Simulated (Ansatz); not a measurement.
## Ionic part of the dielectric constant of ZnS at 12 GPa, mode by mode

Method: DFT PBEsol, scalar-relativistic, plane waves, PAW (Ansatz). Plane waves to 420 eV; Γ-centred k mesh 10×10×10; fixed occupations. No spin polarisation. Phonons by linear response, acoustic sum rule imposed.

The structure is cubic, space group F-43m (No. 216). Conventional cell: a = 5.152 Å, b = 5.152 Å, c = 5.152 Å, α = 90.00°, β = 90.00°, γ = 90.00°. Zn (site symmetry -43m) is surrounded by 4 S at 2.23 Å. S (site symmetry -43m) is surrounded by 4 Zn at 2.23 Å.

At this pressure the crystal is close to a known change of phase.

The primitive cell has V = 34.18 Å³ and ε∞,yy = 6.126. Each polar mode adds Δε = (4.92064×10⁷/V)·S/ν² along y, with S its oscillator strength in e²/amu, ν in cm⁻¹ and V in Å³.

Problem. From these modes, find each Δε and ε0,yy.
| ν (cm⁻¹) | S_yy (e²/amu) |
| --- | --- |
| 339.1 | 0.1474 |

Solution.
```csv
ν (cm⁻¹),Δε
339.1,1.85
```

The sum is 1.846, so ε0,yy = 7.97; the run's tensor has 7.97.

Problem. Where do the longitudinal modes lie for a wave vector along y?

Solution. At 387 cm⁻¹. The Lyddane–Sachs–Teller product Π(ν_LO/ν_TO)² = 1.30 matches ε0/ε∞ = 1.30.

Cost: 1 run of about 1.1 core-minutes, on Arm Neoverse V1 (shared hosts).

The static response of compressed ZnS is mainly electronic: the lattice adds only 1.85 to an ε∞ of 6.126. Zinc blende has a single, triply degenerate polar optical mode, in which the Zn and S sublattices move against each other, so the whole ionic term rests on one frequency and the result is isotropic. The term is modest because the short, partly covalent tetrahedral bonds make this mode stiff, and its contribution falls as the inverse square of the frequency. The bond polarity is still sufficient for the macroscopic field to lift the longitudinal branch from 339.1 to 387 cm⁻¹. The electronic part is probably somewhat too large, since a semilocal functional underestimates the gap and so overestimates the polarisability.

The Lyddane–Sachs–Teller match shows internal consistency, not accuracy against experiment. Nor does the stiff polar mode indicate a ferroelectric-type instability, but this has little bearing on a reconstructive transition to a denser, higher-coordinated phase, which is decided by enthalpy and need not involve any soft zone-centre optical mode.
